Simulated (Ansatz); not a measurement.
# Al3GaN4: the cost of one run

Computed with Ansatz 0.2.0 (DFT r2SCAN, scalar-relativistic, plane waves, PAW, unless a step's input says otherwise).

### Step 1. Starting point

The structure is cubic, space group P-43m (No. 215). The conventional cell has a = 4.401 Å, b = 4.401 Å, c = 4.401 Å, α = 90.00°, β = 90.00°, γ = 90.00°. Around Al (site symmetry -42m) lie 4 N at 1.89 Å. Ga (site symmetry -43m) is surrounded by 4 N at 1.95 Å. Around N (site symmetry 3m) lie 3 Al at 1.89 Å and 1 Ga at 1.95 Å.

Coordinates:

```
CELL_PARAMETERS angstrom
4.40144 0.00000 0.00000
0.00000 4.40144 0.00000
0.00000 0.00000 4.40144
ATOMIC_POSITIONS crystal
Al 0.50000 0.50000 0.00000
Al 0.50000 0.00000 0.50000
Al 0.00000 0.50000 0.50000
Ga 0.00000 0.00000 0.00000
N 0.74416 0.74416 0.25584
N 0.74416 0.25584 0.74416
N 0.25584 0.74416 0.74416
N 0.25584 0.25584 0.25584
```

Source of the structure: the Materials Project (structure only).

(A quick probe on a coarse mesh, which set the mesh and smearing, is not shown.)

### Step 3. The relaxation

input.yaml reads:

```yaml
crystal:
  lattice:
    - [4.40143853, 0.0, 0.0]
    - [0.0, 4.40143853, 0.0]
    - [0.0, 0.0, 4.40143853]
  atoms:
    - { symbol: Al, position: [0.5, 0.5, 0.0] }
    - { symbol: Al, position: [0.5, 0.0, 0.5] }
    - { symbol: Al, position: [0.0, 0.5, 0.5] }
    - { symbol: Ga, position: [0.0, 0.0, 0.0] }
    - { symbol: "N", position: [0.74416343, 0.74416343, 0.25583657] }
    - { symbol: "N", position: [0.74416343, 0.25583657, 0.74416343] }
    - { symbol: "N", position: [0.25583657, 0.74416343, 0.74416343] }
    - { symbol: "N", position: [0.25583657, 0.25583657, 0.25583657] }
basis:
  ecutwfc: 500
kpoints:
  mp_grid: { grid: [6, 6, 6] }
hamiltonian:
  xc: r2scan
scf:
  occupations: { method: gaussian, width: 0.02 }
output:
  forces: true
  stress: true
  eigenvalues: true
  write_density: true
  write_potential: true
  elf: true
  volumetric_format: npy
relax:
  adjacent_minimum: "off"
  f_tol: 0.005
  max_steps: 80
  cell: { stress_tol: 0.05 }
```

On the command line:

```sh
> ansatz run input.yaml --threads 2 --pin off --max-ram 5120MiB --backend cpu --events-out ev --progress --plain --runs-dir out
```

**Question.** How long does this run take on 2 threads of Arm Neoverse V2, shared host, and how much memory does it need?

About 28 s, with a peak of 0.53 GiB.
